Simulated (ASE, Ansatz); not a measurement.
# Convergence of a linear-scaling basis for C(110) slab, H on the bottom face (180 atoms)

Aim: test how closely localised support functions follow the reference on C(110) slab, H on the bottom face (180 atoms), and at what cost. A setting counts as converged where the r.m.s. difference of forces stays under 1 % of the r.m.s. force.

Main program and level: Ansatz 0.2.0; Kohn-Sham DFT, LDA, PAW (set soft_2), plane waves.

## (1) The structure

The cell holds 180 atoms: 150 C and 30 H. Its edges and angles: a = 12.611 Å, b = 10.701 Å, c = 17.934 Å, α = 90.0°, β = 90.0°, γ = 90.0°. It derives from C (diamond-structure). Diamond-structure C (a = 3.567 Å), (110) slab of 5 atomic planes, 5 x 3 surface cells, H on the broken bonds of the bottom face, 12 Å of vacuum; displaced by a Gaussian of 0.02 Å. Regions: slab, 150 atoms (150 C); hydrogen, 30 atoms (30 H). Vacuum lies along c.

Limits known from the start: Beside vacuum, support functions can miss their usual error bounds without a warning. The main run has no spin polarisation, so any moments at edges, vacancies or dangling bonds can't form in it. Sampling is at Γ alone, for a cell whose shortest periodic width is 11 Å.

## (2) Plane-wave single point

This run is the reference for what follows, at a cutoff of 420 eV.

File input.yaml:

```yaml
crystal:
  lattice:
    - [12.61125, 0.0, 0.0]
    - [0.0, 10.701, 0.0]
    - [0.0, 0.0, 17.93448]
  atoms:
    - { symbol: C, position: [0.90047, 0.16544, 0.3839] }
    - { symbol: C, position: [0.99961, 0.08516, 0.38399] }
    - { symbol: C, position: [0.00217, 0.99974, 0.45414] }
    - { symbol: C, position: [0.89902, 0.25417, 0.45459] }
    - { symbol: C, position: [0.9023, 0.16843, 0.52514] }
    - { symbol: C, position: [0.99946, 0.08842, 0.52583] }
    - { symbol: C, position: [0.00217, 0.00169, 0.59534] }
    - { symbol: C, position: [0.90177, 0.24913, 0.594] }
    - { symbol: C, position: [0.89832, 0.16984, 0.66603] }
    - { symbol: C, position: [0.00297, 0.08428, 0.66675] }
    - { symbol: C, position: [0.10086, 0.16945, 0.38489] }
    - { symbol: C, position: [0.1974, 0.08155, 0.38321] }
    - { symbol: C, position: [0.19936, 0.00099, 0.45349] }
    - { symbol: C, position: [0.10103, 0.24524, 0.456] }
    - { symbol: C, position: [0.09908, 0.16468, 0.52668] }
    - { symbol: C, position: [0.2023, 0.08524, 0.52684] }
    - { symbol: C, position: [0.19824, 0.99744, 0.59611] }
    - { symbol: C, position: [0.09448, 0.25086, 0.59572] }
    - { symbol: C, position: [0.09832, 0.16978, 0.66318] }
    - { symbol: C, position: [0.19793, 0.08318, 0.66432] }
    - { symbol: C, position: [0.89746, 0.49951, 0.38546] }
    - { symbol: C, position: [0.00018, 0.41936, 0.38394] }
    - { symbol: C, position: [0.99795, 0.33883, 0.45515] }
    - { symbol: C, position: [0.90253, 0.58404, 0.45684] }
    - { symbol: C, position: [0.90051, 0.50141, 0.52669] }
    - { symbol: C, position: [3.0e-05, 0.41578, 0.52447] }
    - { symbol: C, position: [0.00192, 0.33337, 0.59544] }
    - { symbol: C, position: [0.8959, 0.58366, 0.59717] }
    - { symbol: C, position: [0.90223, 0.50351, 0.664] }
    - { symbol: C, position: [0.99773, 0.41671, 0.66695] }
    - { symbol: C, position: [0.29993, 0.16743, 0.3854] }
    - { symbol: C, position: [0.40173, 0.08197, 0.38296] }
    [... 142 atom lines left out ...]
    - { symbol: H, position: [0.69805, 0.55994, 0.33546] }
    - { symbol: H, position: [0.79762, 0.36067, 0.33284] }
    - { symbol: H, position: [0.50147, 0.89092, 0.33365] }
    - { symbol: H, position: [0.60227, 0.69495, 0.33334] }
    - { symbol: H, position: [0.69888, 0.89088, 0.33288] }
    - { symbol: H, position: [0.79683, 0.69397, 0.33516] }
kpoints:
  mp_grid: { grid: [1, 1, 1] }
hamiltonian:
  xc: lda
scf:
  occupations: { method: fermi_dirac, width: 0.05 }
output:
  forces: true
  populations: true
  dos:
    method: { smearing: { sigma: 0.15 } }
    de: 0.1
    projected:
      site_lists:
        C: [C]
        H: [H]
        hydrogen: [150, 151, 152, 153, 154, 155, 156, 157, 158, 159, 160, 161, 162, 163, 164, 165, 166, 167, 168, 169, 170, 171, 172, 173, 174, 175, 176, 177, 178, 179]
  eigenvalues: true
  write_density: true
  write_potential: true
  volumetric_format: npy
```

The run is started by

```bash
> ansatz run input.yaml --threads 8 --pin off --max-ram 15872MiB --backend cpu --events-out ev --progress --plain --runs-dir out
```

Log:

```text
Engine: ansatz 0.2.0, aarch64-unknown-linux-gnu
Pseudopotentials: kind: paw
Pseudopotential: C, paw, valence charge 4, recommended cutoff 420 eV (normal), C.paw.azcp
Pseudopotential: H, paw, valence charge 1, recommended cutoff 420 eV (normal), H.paw.azcp
[... 3 lines on functional and potentials left out ...]
Crystal: 180 atoms, lattice volume = 2420.312 Å³
Basis set: ecut = 420 eV, 47291 PW (Γ)
Bands: 495, of which v1, the nominal top of the filled ones, is band 315 counted from 1 (314 counted from 0)
Symmetry: 1 space group operations
Space group: P1 (ITA 1), of the structure as read, at distance tolerance 1.3e-4 Å
k-points: 1
[... 6 lines on functional and potentials left out ...]
Initial density: superposition of atomic densities (neutral atoms: chi_scale 0, normalization atom), corrected by the library's trained network
Initial wavefunctions: pseudopotential atomic-orbital guess
Functional: x = slater, c = lda
SCF iter   1: F=—  HF=-36855.067553 eV  |F-HF|=—  |Δ(HF+E_count)|=         —  Δρ=1.02e-2  dr2=1.38e1  ethr=1.77e-3  ⟨swp⟩=8.0  Hψ=2846  notcnv=0  defer=128
preconditioner: auto → LDOS  [metal: Δε(μ)=0.087 eV  Ē_g=15.266 eV  σ=0.050 eV  W_gap=0.39  n_scr=438 (ndim 8)  ℏωp=18.9 eV  f_vac=0.518  D(μ)=24.01/eV (n_scr^D=102)  β→1.0]
SCF iter   2: F=—  HF=-36853.707609 eV  |F-HF|=—  |Δ(HF+E_count)|=    1.36e0  Δρ=5.06e-3  dr2=1.96e0  ethr=1.77e-3  ⟨swp⟩=2.0  Hψ=602  notcnv=0  defer=160
preconditioner: auto → Resta (q_TF=auto, 2.180 Å⁻¹)  ε∞=2.6  [insulator: Δε(μ)=0.442 eV  Ē_g=15.213 eV  σ=0.050 eV  W_gap=0.98  n_scr=438 (ndim 8)  ℏωp=18.9 eV  f_vac=0.520  D(μ)=1.37/eV (n_scr^D=0)  ε∞_Penn≈2.6  vacuum switching on, ρ_ref=1.7e-2 e/Å³  β→0.5]
SCF iter   3: F=—  HF=-36853.464756 eV  |F-HF|=—  |Δ(HF+E_count)|=   2.43e-1  Δρ=4.34e-3  dr2=1.20e0  ethr=3.11e-4  ⟨swp⟩=3.0  Hψ=627  notcnv=0  defer=160
SCF iter   4: F=—  HF=-36853.332132 eV  |F-HF|=—  |Δ(HF+E_count)|=   1.33e-1  Δρ=3.69e-3  dr2=7.54e-1  ethr=1.91e-4  ⟨swp⟩=2.0  Hψ=606  notcnv=0  defer=160
SCF iter   5: F=—  HF=-36853.278738 eV  |F-HF|=—  |Δ(HF+E_count)|=   5.34e-2  Δρ=1.45e-3  dr2=1.21e-1  ethr=1.20e-4  ⟨swp⟩=2.0  Hψ=369  notcnv=0  defer=160
SCF iter   6: F=—  HF=-36853.273585 eV  |F-HF|=—  |Δ(HF+E_count)|=   5.15e-3  Δρ=1.11e-3  dr2=7.07e-2  ethr=1.92e-5  ⟨swp⟩=2.0  Hψ=610  notcnv=0  defer=160
SCF iter   7: F=—  HF=-36853.268387 eV  |F-HF|=—  |Δ(HF+E_count)|=   5.20e-3  Δρ=3.53e-4  dr2=5.97e-3  ethr=1.12e-5  ⟨swp⟩=2.0  Hψ=337  notcnv=0  defer=160
SCF iter   8: F=—  HF=-36853.268314 eV  |F-HF|=—  |Δ(HF+E_count)|=   7.35e-5  Δρ=2.00e-4  dr2=2.23e-3  ethr=9.47e-7  ⟨swp⟩=2.0  Hψ=397  notcnv=0  defer=160
SCF iter   9: F=—  HF=-36853.268083 eV  |F-HF|=—  |Δ(HF+E_count)|=   2.31e-4  Δρ=8.24e-5  dr2=1.86e-4  ethr=3.54e-7  ⟨swp⟩=2.0  Hψ=488  notcnv=0  defer=160
SCF iter  10: F=—  HF=-36853.268126 eV  |F-HF|=—  |Δ(HF+E_count)|=   4.31e-5  Δρ=6.10e-5  dr2=1.28e-4  ethr=2.96e-8  ⟨swp⟩=2.0  Hψ=611  notcnv=0  defer=160
SCF iter  11: F=—  HF=-36853.268154 eV  |F-HF|=—  |Δ(HF+E_count)|=   2.74e-5  Δρ=3.38e-5  dr2=3.75e-5  ethr=2.03e-8  ⟨swp⟩=3.0  Hψ=635  notcnv=0  defer=160
SCF iter  12: F=—  HF=-36853.268926 eV  |F-HF|=—  |Δ(HF+E_count)|=   7.73e-4  Δρ=1.74e-5  dr2=8.56e-6  ethr=5.95e-9  ⟨swp⟩=2.0  Hψ=496  notcnv=0  defer=160
SCF iter  13: F=—  HF=-36853.268927 eV  |F-HF|=—  |Δ(HF+E_count)|=   1.06e-6  Δρ=1.05e-5  dr2=4.56e-6  ethr=1.36e-9  ⟨swp⟩=2.0  Hψ=645  notcnv=0  defer=160
SCF iter  14: F=—  HF=-36853.268928 eV  |F-HF|=—  |Δ(HF+E_count)|=   1.83e-7  Δρ=6.21e-6  dr2=1.35e-6  ethr=7.24e-10  ⟨swp⟩=2.0  Hψ=351  notcnv=0  defer=160
SCF iter  15: F=—  HF=-36853.268928 eV  |F-HF|=—  |Δ(HF+E_count)|=   9.72e-8  Δρ=4.16e-6  dr2=9.62e-7  ethr=2.14e-10  ⟨swp⟩=2.0  Hψ=354  notcnv=0  defer=160
SCF iter  16: F=-36853.268928 eV  HF=-36853.268928 eV  |F-HF|=2.61e-8  |Δ(HF+E_count)|=   5.63e-9  Δρ=1.92e-6  dr2=8.65e-8  ethr=1.59e-11  ⟨swp⟩=32.0  Hψ=6182  notcnv=0
SCF 1 converged in 16 iterations: F = -36853.268928 eV  dr2 = 8.65e-8
  greatest PAW one-centre occupation: 0.645 electrons in one spin orbital (limit 2), on the C atom at site 17 (counted from 0), in its partial waves of l = 0
WARN: The output density's exchange-correlation potential varies sharply where the density is thin. Do not read a vacuum level from v_tot or v_xc, or from such a field of the output density. On a cell that repeats whose density bears no net charge and no dipole along the vacuum's axis use v_es (v_loc + v_h of the components); [...]
SCF converged after 16 iterations
Free energy (F): -36853.268928 eV
Harris-Foulkes:  -36853.268928 eV  (|F-HF|=2.61e-8)
Internal energy: -36853.262575 eV  (E = F + TS)
E sigma→0 (E₀):  -36853.265751 eV
Entropy (-TS):   -0.006353 eV (-0.035 meV/atom)
Fermi energy:    2.023140 eV
--- Per-component energies (eV) ---
  E_band       = -4285.336006
  E_kinetic    = 14044.149134
  E_local      = -324870.694406  (includes V_loc(G=0)·N_el)
  E_nonlocal   = 4202.442569
  E_hartree    = 156364.611016
  E_xc         = -7432.150237
  E_vxc        = -9261.758923  (∫ρ·V_xc dr)
  E_paw        = -13762.332182  (= ΣΔE_a)
  E_vpaw       = -1128.715087  (= ΣTr[D̂ρ^β])
  E_aug_tail   = -0.038368  (compensation charges beyond the density's cutoff)
  E_ewald      = 134591.325024
  E_core_change = 9.424876  (= ΣΔE_core)
  E_smearing   = -0.006353  (= −TS)
  E_closure    = -0.000000  (closes the sum)
  Σ components = -36853.268928   (vs F -36853.268928, Δ=0.00e0)
--- Forces (eV/Å), atoms counted from 1 ---
  atom   1  C      0.02082440    -0.20444917     1.11942011
  atom   2  C      0.76948402     0.71250925     0.49772436
  atom   3  C     -1.56341031     1.47004265     0.23938972
  atom   4  C      0.58144876    -0.93649618    -0.46636119
  atom   5  C     -1.18989106     0.09849167    -0.38429117
  atom   6  C      0.99719377    -2.06268374    -0.55837510
  atom   7  C     -0.70504301    -1.57669498     1.16735031
  atom   8  C     -0.79117214     2.24932740     2.54693294
  atom   9  C      0.76684936    -5.01604815    -1.51179180
  atom  10  C     -1.01992746     4.39656836    -1.88633255
  atom  11  C     -0.63469559    -2.42022238     0.20020844
  atom  12  C      1.28241773     2.75496432     1.84084268
  atom  13  C      0.49200216    -0.26358831     1.03218973
  atom  14  C     -0.39966498     2.98834095    -0.52140554
[...]
atom 179  H     -0.09860719     0.14177423     0.12626930
  atom 180  H      0.03824693    -0.22086687    -0.69861164
  max |Σ_I F_I| component: 7.15e-4 eV/Å
--- Band table (eV) ---
  k-point 0: bands = ["-19.1418", "-18.4359", "-18.3922", "-18.1448", [... 479 levels ...], "10.9402", "10.9733", "10.9772", "10.9919", "11.0071", "11.0098", "11.0156", "11.0481", "11.0726", "11.0949", "11.1244", "11.1444"]
--- Löwdin populations: 180 sites ---
  site symbol       q [e]
     0      C      4.1287
     1      C      4.1211
     2      C      3.9772
[...]
179      H      0.8343
  spilling = 0.005401 (of n_electrons = 630.000000)
```

It took 41 s on 8 threads of Arm Neoverse V1, shared host; peak memory 3 GiB.

The program notes that the exchange-correlation potential is rough where the density is thin.

Numbers from this run:

| Item | Value |
| --- | --- |
| free energy | -36853.2689 eV |
| free energy per atom | -204.7404 eV/atom |
| SCF cycles | 16 |
| r.m.s. force component | 1.553 eV/Å |
| longest force | 5.619 eV/Å |
| Fermi energy | 2.023 eV |
| gap (highest filled to lowest empty level) | 0.6134 eV |
| spilling of the projection | 0.005401 |

Neighbours are counted within 1.85 Å (C-C), 1.34 Å (C-H).

Length of the force by element and coordination:

```
element  coordination  atoms  mean length of the force (eV/Å)  spread   least  most
      C           all    150                             2.56    1.40   0.386  5.62
      C             3     30                             4.88   0.478    3.47  5.62
      C             4    120                             1.98   0.837   0.386  5.12
      H           all     30                            0.676   0.606  0.0531  2.89
```

Löwdin charges by element and coordination (they lack the spilled electrons, 0.019 e an atom on average):

```
element  coordination  atoms  mean charge (e)  spread    least    most
      C           all    150          -0.0097  0.0605   -0.151  0.0453
      C             3     30           0.0051  0.0119  -0.0245   0.028
      C             4    120          -0.0134  0.0668   -0.151  0.0453
      H           all     30            0.162  0.0094    0.144    0.19
```

By region:

```
  region  atoms  mean length of the force (eV/Å)
    slab    150                             2.56
hydrogen     30                            0.676
```

Density of states as counts of states in windows of 1 eV (from the Fermi level), total and the larger projections:

```
from (eV)  to (eV)  total   C p  C s  H s  hydrogen
      -10       -9   31.8  23.0  6.5  2.1       2.1
       -9       -8   51.3  41.0  7.4  2.7       2.7
       -8       -7   37.8  32.0  3.5  2.1       2.1
       -7       -6   51.3  44.5  3.8  2.7       2.7
       -6       -5   74.9  66.3  4.9  3.4       3.4
       -5       -4   52.1  47.8  1.5  2.6       2.6
       -4       -3   38.4  36.0  1.1  1.2       1.2
       -3       -2   28.1  25.9  0.8  1.3       1.3
       -2       -1   10.3   9.4  0.7  0.0       0.0
       -1        0   24.1  22.0  1.7  0.1       0.1
        0        1   24.0  20.2  3.4  0.1       0.1
        1        2    6.7   5.0  0.8  0.4       0.4
        2        3    6.6   1.5  0.8  1.8       1.8
        3        4   11.1   2.0  1.5  3.0       3.0
        4        5   19.7   7.9  5.1  1.0       1.0
```

Between -22 and -10 eV lie 230 more states.

The levels nearest the highest filled one (over half full), pooled over k-points and spins:

```
level less the highest filled one (eV)  occupation
                                -0.177           2
                                -0.158           2
                                -0.124           2
                                -0.105        2.00
                                -0.074        2.00
                                     0        2.00
                                 0.613       0.004
                                 0.638       0.002
                                 0.660       0.001
                                 0.686       0.001
                                 0.808           0
                                 0.833           0
```

Planar average of the electrostatic potential energy along the normal, with the Fermi level as zero, after a running mean with a triangular window 4 Å wide at its base:

```
height (Å)  potential energy (eV)
       0.0                   4.58
       0.4                   4.43
       1.0                   4.23
       1.5                   4.08
       2.1                   3.87
       2.5                   3.72
       3.0                   3.56
       3.6                   3.32
       4.0                   2.97
       4.6                   1.99
       5.1                   0.47
       5.5                  -1.65
       6.1                  -4.90
       6.6                  -7.52
       7.2                  -9.81
       7.6                 -10.78
       8.1                 -11.52
       8.7                 -11.36
       9.1                 -11.51
       9.7                 -11.43
      10.2                 -11.15
      10.6                 -11.18
      11.2                  -9.76
      11.7                  -8.09
      12.3                  -4.76
      12.7                  -1.41
      13.2                   1.38
      13.7                   4.09
      14.2                   5.23
      14.8                   5.55
      15.2                   5.47
      15.7                   5.34
      16.3                   5.14
      16.7                   4.99
      17.3                   4.79
      17.8                   4.63
```

Valence density in the cb plane at fractional x = 0.000, with atoms of C and H within 0.2 Å of it. It is the smooth field of the valence electrons, not physical close to the nuclei.

Values in e/Å³, 13 rows by 16 columns, each cell a mean:
```
0.0 0.0 0.0 0.0 0.0 0.2 0.3 1.0 0.3 1.0 0.3 0.1 0.0 0.0 0.0 0.0
0.0 0.0 0.0 0.0 0.0 0.1 0.2 0.2 0.2 0.2 0.2 0.1 0.0 0.0 0.0 0.0
0.0 0.0 0.0 0.0 0.0 0.4 0.9 0.3 1.1 0.3 0.9 0.3 0.0 0.0 0.0 0.0
0.0 0.0 0.0 0.0 0.1 1.2 1.6 1.3 1.6 1.3 1.5 0.4 0.0 0.0 0.0 0.0
0.0 0.0 0.0 0.0 0.0 0.4 0.6 1.4 0.5 1.3 0.5 0.1 0.0 0.0 0.0 0.0
0.0 0.0 0.0 0.0 0.0 0.1 0.2 0.3 0.1 0.3 0.2 0.1 0.0 0.0 0.0 0.0
0.0 0.0 0.0 0.0 0.0 0.3 0.6 0.2 0.6 0.2 0.6 0.2 0.0 0.0 0.0 0.0
0.0 0.0 0.0 0.0 0.0 1.0 1.6 1.0 1.7 0.8 1.4 0.5 0.0 0.0 0.0 0.0
0.0 0.0 0.0 0.0 0.1 0.8 0.9 1.6 0.9 1.6 0.9 0.2 0.0 0.0 0.0 0.0
0.0 0.0 0.0 0.0 0.0 0.1 0.2 0.6 0.2 0.7 0.2 0.0 0.0 0.0 0.0 0.0
0.0 0.0 0.0 0.0 0.0 0.2 0.3 0.2 0.4 0.2 0.3 0.1 0.0 0.0 0.0 0.0
0.0 0.0 0.0 0.0 0.0 0.7 1.3 0.5 1.5 0.5 1.2 0.5 0.0 0.0 0.0 0.0
0.0 0.0 0.0 0.0 0.1 1.2 1.3 1.5 1.2 1.6 1.2 0.3 0.0 0.0 0.0 0.0
```
Columns run along c (17.9 Å), rows up along b (10.7 Å). Atoms in or near the plane, at fractional coordinates: C at (0.38, 0.09), C at (0.45, 0.00), C at (0.53, 0.09), C at (0.60, 0.00), C at (0.67, 0.08), C at (0.38, 0.42), C at (0.46, 0.34), C at (0.52, 0.42), C at (0.60, 0.33), C at (0.67, 0.42), C at (0.39, 0.75), C at (0.45, 0.67), C at (0.52, 0.75), C at (0.60, 0.67) and more.

Electrostatic potential energy in the cb plane at fractional x = 0.000, with atoms of C and H within 0.2 Å of it. With pseudopotentials it is smooth inside the atoms' cores, unlike the true potential.

Ten even steps from '0' (-59 eV) to '9' (8 eV), each cell a mean:
```
99999999999999889972158983148999999999999999
99999999999999999987789998789999999999999999
99999999999999999999999999999999999999999999
99999999999999999899998899999999999999999999
99999999999999986579986478987579999999999999
99999999999999971048871038872028999999999999
99999999999998552155463145453138999999999999
99999999999998447760047771027789999999999999
99999999999999889972158984148999999999999999
99999999999999999988789998789999999999999999
99999999999999999999999999999999999999999999
99999999999999998899998899999999999999999999
99999999999999985479986579987569999999999999
99999999999999860048871038883028999999999999
99999999999998542155362146464138999999999999
99999999999998447761037772027789999999999999
99999999999999889983158983148999999999999999
99999999999999999998889998789999999999999999
99999999999999999999999999999999999999999999
99999999999999998899998889999999999999999999
99999999999999985479985368987469999999999999
99999999999999960048871028883028999999999999
99999999999998652155564156464138999999999999
99999999999998347761048771027789999999999999
```
Columns run along c (17.9 Å; values clipped at the 3rd and 97th percentile), rows up along b (10.7 Å). Atoms in or near the plane, at fractional coordinates: C at (0.38, 0.09), C at (0.45, 0.00), C at (0.53, 0.09), C at (0.60, 0.00), C at (0.67, 0.08), C at (0.38, 0.42), C at (0.46, 0.34), C at (0.52, 0.42), C at (0.60, 0.33), C at (0.67, 0.42), C at (0.39, 0.75), C at (0.45, 0.67), C at (0.52, 0.75), C at (0.60, 0.67) and more.

Mean Löwdin charges: C -0.01, H +0.16 e (they miss 0.54 % of the electrons, so they add up to more than the cell's charge). Charges this small depend on the projection, at times even in sign. The largest share in the top eV of filled states is C p (92 % of the projected weight), and in the lowest eV of empty states C p (85 % of the projected weight). The potential slopes across the vacuum by 0.34 eV/Å: the slab bears a dipole, and with periodic images along the normal there is no flat vacuum level to read.

(Part 1 of 2 ends here.)

[Logs are printed without paths, hosts, clocks, repeated set-up lines and the standing remarks that a program may print on its own settings, such as how far it seeks lower states.]

[Hosts, paths, dates, database ids (printed as entryN), source tags and the programs' standing remarks are cut or masked in the printed files.]
